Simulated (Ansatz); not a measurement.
Crystal: K.

```
CELL_PARAMETERS angstrom
-2.69756 2.69756 2.69756
2.69756 -2.69756 2.69756
2.69756 2.69756 -2.69756
ATOMIC_POSITIONS crystal
K 0.00000 0.00000 0.00000
```

```yaml
Program: Ansatz 0.2.0
Task: relaxation of cell and atoms
Functional: PBE
Dispersion: D3(BJ)
Potentials_or_basis: Ansatz PAW
Cutoff: "420 eV (not typed: the program's choice for these potentials)"
k_mesh: 7 × 7 × 7
Occupations: fermi-dirac, width 0.05 eV
Spin: no spin polarisation
```

At the start: volume 78.52 Å³/atom.

Task: How do energy, volume and symmetry change on relaxing?

Result: It ends after 5 steps and the volume is 69.01 Å³/atom (-12.1 %); space group Im-3m (No. 229, to 0.05 Å).

Step by step:
| step | energy change (eV) | largest force (eV/Å) | volume (Å³) |
| --- | --- | --- | --- |
| 1 | 0.0000 | 0.0000 | 78.52 |
| 2 | -0.0027 | 0.0000 | 77.48 |
| 3 | -0.0141 | 0.0000 | 66.92 |
| 4 | -0.0147 | 0.0000 | 69.01 |
| 5 | -0.0147 | 0.0000 | 69.01 |

Final structure:
```yaml
crystal:
  lattice:
    - [-2.58400, 2.58400, 2.58400]
    - [2.58400, -2.58400, 2.58400]
    - [2.58400, 2.58400, -2.58400]
  atoms:
    - { symbol: K, position: [0.00000, 0.00000, 0.00000] }
```

Caveat: the plane-wave basis is chosen anew once the cell has moved, so the energies of steps on either side of that aren't comparable; pairwise dispersion overbinds metals, which lowers pressure and volume.
